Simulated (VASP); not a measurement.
## KF in VASP 6.6.1, single-point calculation

INCAR

```
LCHARG = .FALSE.
NBANDS = 15
BMIX = 0.0001
ISIF = 2
ENCUT = 520
AMIX = 0.2
ISMEAR = -1
METAGGA = RSCAN
NSW = 0
LASPH = .TRUE.
NELM = 85
SIGMA = 0.02
LREAL = .FALSE.
IBRION = -1
EDIFF = 1E-7
PREC = Accurate
LWAVE = .FALSE.
ISYM = 0
```

KPOINTS

```
KPOINTS created by Atomic Simulation Environment
0
Gamma
4 4 4
0 0 0
```

POSCAR

```
K  F
 1.0000000000000000
    -0.0709056152000000    2.5880549558000001    2.5880549558000001
     2.5880549558000001   -0.0709056152000000    2.5880549558000001
     2.5880549558000001    2.5880549558000001   -0.0709056152000000
 K   F
   1   1
Cartesian
  0.0000000000000000  0.0000000000000000  0.0000000000000000
  2.5526021482000001  2.5526021482000001  2.5526021482000001
```

The recommended PBE PAW datasets give the neutral cell 16 valence electrons.

Command

```
mpirun -np 1 vasp_std
```

Problem. Predict the outcome of this run.

Solution. It converged. Results: gap between bands v and c on the k mesh 7.05 eV; least direct gap on the k mesh 7.05 eV; pressure 1.1 GPa. Band v is the last that the valence electrons fill when counted band by band, and c is the next.

OSZICAR

```
N       E                     dE             d eps       ncg     rms          rms(c)
DAV:   1     0.972625693621E+02    0.97263E+02   -0.84230E+03  1080   0.106E+03
DAV:   2    -0.200444766652E+02   -0.11731E+03   -0.10689E+03  1437   0.295E+02
DAV:   3    -0.245652817516E+02   -0.45208E+01   -0.44984E+01  1432   0.508E+01
DAV:   4    -0.246893742729E+02   -0.12409E+00   -0.12406E+00  1359   0.819E+00
DAV:   5    -0.246916338723E+02   -0.22596E-02   -0.22596E-02  1482   0.946E-01    0.600E+00
DAV:   6    -0.194295238610E+02    0.52621E+01   -0.86226E-01  1637   0.103E+01    0.376E+00
DAV:   7    -0.191646415484E+02    0.26488E+00   -0.29165E+00  1178   0.135E+01    0.422E+00
DAV:   8    -0.191098799609E+02    0.54762E-01   -0.12248E-01  1192   0.298E+00    0.289E+00
DAV:   9    -0.190824495146E+02    0.27430E-01   -0.39857E-01  1080   0.526E+00    0.907E-01
DAV:  10    -0.190712294773E+02    0.11220E-01   -0.25810E-02  1339   0.128E+00    0.505E-01
DAV:  11    -0.190681327822E+02    0.30967E-02   -0.92993E-03  1094   0.719E-01    0.133E-01
DAV:  12    -0.190681317241E+02    0.10580E-05   -0.13101E-03  1360   0.280E-01    0.689E-02
DAV:  13    -0.190680890365E+02    0.42688E-04   -0.11263E-04  1213   0.897E-02    0.188E-02
DAV:  14    -0.190680835867E+02    0.54499E-05   -0.21118E-05  1108   0.382E-02    0.266E-03
DAV:  15    -0.190680836090E+02   -0.22316E-07   -0.74571E-07  1472   0.706E-03
   1 F= -.19068084E+02 E0= -.19068084E+02  d E =-.506853E-13
```

For comparison, a separate PBE run of the intended cell, on usual settings and not on those above, gives a gap of 6.43 eV on its mesh and a pressure of 3.7 GPa.
